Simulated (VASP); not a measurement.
TiSi under changes of volume

One of the cells (14.404 Å³/atom); the others are scaled copies at fixed shape and fractional positions:

```
Ti Si
1.0
     3.82150    0.00000    0.00000
     0.00000    1.83351    2.05577
     0.00000   -1.83351    2.05577
Ti Si
1 1
Direct
  0.00000 0.05049 0.05049
  0.50000 0.55101 0.55101
```

The cell comes from a database or a generator and needn't be the stable form of this composition.

| Property | Result |
| --- | --- |
| Program | VASP 6.6.1 |
| Functional | r2SCAN |
| Potentials or basis | VASP PAW PBE potentials, release 64 (Ti_sv, Si) |
| Cutoff | 520 eV |
| k mesh | 6 × 8 × 8 |
| Occupations | fermi-dirac, width 0.05 eV |
| Spin | no spin polarisation |

| volume (Å³/atom) | energy over the lowest point (meV/atom) | pressure (GPa) |
| --- | --- | --- |
| 13.828 | 11.23 | 6.3 |
| 14.116 | ? | ? |
| 14.404 | 0.00 | 0.0 |
| 14.692 | 2.44 | -2.7 |
| 14.980 | 9.54 | -5.2 |

Task: What does the run at 14.116 Å³/atom give?

Result: Energy over the lowest point 2.74 meV/atom; pressure 3.0 GPa.

Worked out: A Birch-Murnaghan fit of order 2 (a polynomial in V^(-2/3)) to the other rows has its minimum at 14.41 Å³/atom with B0 = V·E''(V) = 144 GPa at fixed shape and positions, which overstates the stiffness. It gives 2.76 meV/atom at 14.116 Å³/atom, against the run's 2.74, and -dE/dV = 3.1 GPa, against 3.0.

Energies are extrapolated to zero smearing.

Caveats: the PAW data sets were made with another functional, which shifts forces and pressure a little.
